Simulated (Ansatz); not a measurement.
# WS$_{2}$ (P-6m2), comparing deformations

The calculation used DFT PBEsol, scalar-relativistic, plane waves, PAW in Ansatz. The runs took a 420 eV cutoff, a Γ-centred 12×12×2 mesh and Gaussian smearing (0.05 eV). Spin–orbit coupling is left out, which can shift energies with elements as heavy as these. No spin polarisation. Energies are free energies at this smearing, counted from the undisturbed cell; pressure is positive in compression.

Reference structure (relaxed at this level; this form isn't the usual structure):

```yaml
crystal:
  lattice:
    - [3.14578, 0.00000, 0.00000]
    - [-1.57289, 2.72432, 0.00000]
    - [0.00000, 0.00000, 16.95342]
  atoms:
    - { symbol: W, position: [0.33333, 0.66667, 0.00000] }
    - { symbol: S, position: [0.66667, 0.33333, 0.90758] }
    - { symbol: S, position: [0.66667, 0.33333, 0.09242] }
```

The cell holds layers and no dispersion correction was added, so their binding is poorly described.

The cell is strained by ε times a Voigt pattern (xx, yy, zz, yz, xz, xy; engineering shear) with fractional coordinates fixed. τ = (1/V0) dE/dε comes from the stress tensor. Of each scan, only the three points used here are listed.

| pattern | ε | τ (GPa) |
| --- | --- | --- |
| (1, 1, 0, 0, 0, 0) | -0.0250 | -7.66 |
| (1, 1, 0, 0, 0, 0) | 0.0000 | 0.01 |
| (1, 1, 0, 0, 0, 0) | 0.0250 | 6.36 |
| (0, 0, 1, 0, 0, 0) | -0.0250 | -2.90 |
| (0, 0, 1, 0, 0, 0) | 0.0000 | 0.01 |
| (0, 0, 1, 0, 0, 0) | 0.0250 | 2.63 |
| (0, 1, 0, 0, 0, 0) | -0.0050 | -0.55 |
| (0, 1, 0, 0, 0, 0) | 0.0000 | 0.01 |
| (0, 1, 0, 0, 0, 0) | 0.0050 | 0.54 |

**Question.** Which constants do the scans give, and which deformation costs least for the same size of strain tensor?

**Answer.** The slope dτ/dε at zero (parabola through three points) is pᵀCp: (1, 1, 0, 0, 0, 0) gives C11 + C22 + 2 C12 = 280 GPa; (0, 0, 1, 0, 0, 0) gives C33 = 111 GPa; (0, 1, 0, 0, 0, 0) gives C22 = 109 GPa. The size of the strain tensor, ε:ε, is ε² times 2.0, 1.0, 1.0. Per unit of it the stiffnesses are 140, 111, 109 GPa, so (0, 1, 0, 0, 0, 0) is the softest of these, level with (0, 0, 1, 0, 0, 0): at ε:ε = (1 %)² the quadratic term costs 1.64 meV/atom against 2.12 for the stiffest. These are clamped-ion values.

Forces appear on the atoms along this scan, and letting them relax would lower the energy and soften the response.